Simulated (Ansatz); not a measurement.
# CoO: the cost of one run

Computed with Ansatz 0.2.0 (DFT PBE, scalar-relativistic, plane waves, PAW, unless a step's input says otherwise).

## (1) Starting point

The structure is cubic, space group Fm-3m (No. 225). Conventional cell: a = 4.263 Å, b = 4.263 Å, c = 4.263 Å, α = 90.00°, β = 90.00°, γ = 90.00°. Around Co (site symmetry m-3m) lie 6 O at 2.13 Å. O (site symmetry m-3m) is surrounded by 6 Co at 2.13 Å.

Structure file:

```xyz
2
Lattice="0.0000 2.1315 2.1315 2.1315 0.0000 2.1315 2.1315 2.1315 0.0000" Properties=species:S:1:pos:R:3 pbc="T T T"
Co    0.0000    0.0000    0.0000
O     2.1315    2.1315    2.1315
```

Starting moments: Co 3.00 μB.

## (2) First run, at the start cell

input.yaml

```yaml
crystal:
  lattice:
    - [0.0, 2.1315, 2.1315]
    - [2.1315, 0.0, 2.1315]
    - [2.1315, 2.1315, 0.0]
  atoms:
    - { symbol: Co, position: [0.0, 0.0, 0.0], spin: 3.0 }
    - { symbol: O, position: [0.5, 0.5, 0.5] }
basis:
  ecutwfc: 420
  ecutrho_ratio: 4
kpoints:
  mp_grid: { grid: [14, 14, 14] }
hamiltonian:
  xc: pbe
scf:
  occupations: { method: gaussian, width: 0.05 }
output:
  forces: true
  stress: true
  eigenvalues: true
  populations: true
magnetization:
  spin_polarized: true
```

Started as:

```
$ ansatz run input.yaml --threads 2 --pin off --max-ram 5120MiB --backend cpu --events-out ev --progress --plain --runs-dir out
```

What time and memory should one allow on 2 threads of Arm Neoverse V1, shared host?

About 5.2 s, with a peak of 0.34 GiB.
